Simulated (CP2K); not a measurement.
Wanted: the native input for a CP2K 2026.2 run.

- Task: atomic charges
- Functional: PBE
- Potentials or basis: POTENTIAL_UZH Mo GTH-PBE-q14, Si GTH-PBE-q4; TZVP-MOLOPT-PBE-GTH basis
- Density cutoff: 6123 eV
- k mesh: 12 × 12 × 12
- Occupations: fermi-dirac, width 0.05 eV
- Spin: no spin polarisation
- SCF solver: diagonalisation with k points
- Quickstep method: GPW
- EPS_DEFAULT: 1.0E-9
- EPS_SCF: 1.0E-6
- MAX_SCF: 100
- SCF_GUESS: ATOMIC
- k points reduced by the point group: yes
- Mesh centred on Gamma: yes
- CHOLESKY: OFF
- EPS_EIGVAL: 1.0E-7
- MIXING METHOD: BROYDEN_MIXING
- MIXING ALPHA: 0.4
- NBUFFER: 8
- NGRIDS: 5
- Basis sets: Mo TZVP-MOLOPT-PBE-GTH-q14, Si TZVP-MOLOPT-PBE-GTH-q4
- Potentials: Mo GTH-PBE-q14 of POTENTIAL_UZH, Si GTH-PBE-q4 of POTENTIAL_UZH
- ADDED_MOS: [15]
- Hirshfeld SHAPE_FUNCTION: GAUSSIAN
- VORONOI_RADII: VDW
- REL_CUTOFF (Ry): 60 Ry
- MIXING BETA (1/bohr): 1.5 1/bohr
- CUTOFF of the grids: 450 Ry

The system is Si2Mo.

```
Mo Si
1.0
     4.53529    0.00000    0.00000
     2.27744    3.92200    0.00000
    -3.40636   -1.96100    2.21749
Mo Si
1 2
Direct
  0.00000 0.00000 0.00000
  0.66700 0.66700 0.00000
  0.33300 0.33300 0.00000
```

The cell isn't the ideal one: strain_c = -0.02.

The input as run:

si2mo_charges.inp

```
&GLOBAL
  PROJECT si2mo_charges
  RUN_TYPE ENERGY_FORCE
  PRINT_LEVEL LOW
&END GLOBAL
&FORCE_EVAL
  METHOD QS
  STRESS_TENSOR ANALYTICAL
  &DFT
    BASIS_SET_FILE_NAME BASIS_MOLOPT_UZH
    POTENTIAL_FILE_NAME POTENTIAL_UZH
    &MGRID
      CUTOFF 450
      REL_CUTOFF 60
      NGRIDS 5
    &END MGRID
    &QS
      METHOD GPW
      EPS_DEFAULT 1.0E-9
    &END QS
    &KPOINTS
      SCHEME MONKHORST-PACK 12 12 12
      GAMMA_CENTERED T
      SYMMETRY T
      SYMMETRY_BACKEND SPGLIB
    &END KPOINTS
    &SCF
      SCF_GUESS ATOMIC
      EPS_SCF 1.0E-6
      MAX_SCF 100
      ADDED_MOS 15
      CHOLESKY OFF
      EPS_EIGVAL 1.0E-7
      &DIAGONALIZATION ON
        ALGORITHM STANDARD
      &END DIAGONALIZATION
      &MIXING ON
        METHOD BROYDEN_MIXING
        ALPHA 0.4
        BETA 1.5
        NBUFFER 8
      &END MIXING
      &SMEAR ON
        METHOD FERMI_DIRAC
        ELECTRONIC_TEMPERATURE [K] 580.226
      &END SMEAR
    &END SCF
    &XC
      &XC_FUNCTIONAL PBE
      &END XC_FUNCTIONAL
    &END XC
    &PRINT
      &KPOINTS ON
      &END KPOINTS
      &MULLIKEN ON
      &END MULLIKEN
      &MO ON
        ENERGIES T
        OCCUPATION_NUMBERS T
        &EACH
          QS_SCF 0
        &END EACH
        ADD_LAST NUMERIC
      &END MO
      &LOWDIN ON
      &END LOWDIN
      &HIRSHFELD ON
        SHAPE_FUNCTION GAUSSIAN
      &END HIRSHFELD
      &VORONOI ON
        VORONOI_RADII VDW
      &END VORONOI
    &END PRINT
  &END DFT
  &SUBSYS
    &CELL
      A 4.5352872291 0.0000000000 0.0000000000
      B 2.2774368476 3.9220035256 0.0000000000
      C -3.4063620383 -1.9610017628 2.2174868658
      PERIODIC XYZ
    &END CELL
    &COORD
      Mo  0.0000000000 0.0000000000 0.0000000000
      Si  4.5440869592 2.6159763516 0.0000000000
      Si  2.2686371175 1.3060271740 0.0000000000
    &END COORD
    &KIND Mo
      BASIS_SET TZVP-MOLOPT-PBE-GTH-q14
      POTENTIAL GTH-PBE-q14
    &END KIND
    &KIND Si
      BASIS_SET TZVP-MOLOPT-PBE-GTH-q4
      POTENTIAL GTH-PBE-q4
    &END KIND
    &PRINT
      &ATOMIC_COORDINATES ON
      &END ATOMIC_COORDINATES
      &CELL ON
      &END CELL
    &END PRINT
  &END SUBSYS
  &PRINT
    &FORCES ON
    &END FORCES
    &STRESS_TENSOR ON
    &END STRESS_TENSOR
  &END PRINT
&END FORCE_EVAL
```

Potentials or basis: POTENTIAL_UZH Mo GTH-PBE-q14, Si GTH-PBE-q4; TZVP-MOLOPT-PBE-GTH basis.

Command:

```console
$ OMP_NUM_THREADS=1 cp2k.psmp -i si2mo_charges.inp -o si2mo_charges.out
```

It gave:

```
Pressure               : 7.6 GPa
Largest force          : 0.238 eV/Å
Band gap on the k mesh : none (metal or under the smearing width)
Mulliken charges       : Mo -0.09; Si +0.04 e
Hirshfeld charges      : Mo -1.89; Si +0.94 e
Voronoi charges        : Mo +2.98; Si -1.50, -1.49 e
```

Caveat: Hirshfeld charges from Gaussian shapes aren't those from atomic densities; Mulliken charges move with the basis; the basis of atomic orbitals isn't converged, which shifts pressures, moduli and gaps.

Wall time 3.9 min on 1 thread of Intel(R) Xeon(R) Platinum 8488C (Sapphire Rapids), with other jobs on the host, peak memory 0.58 GiB.
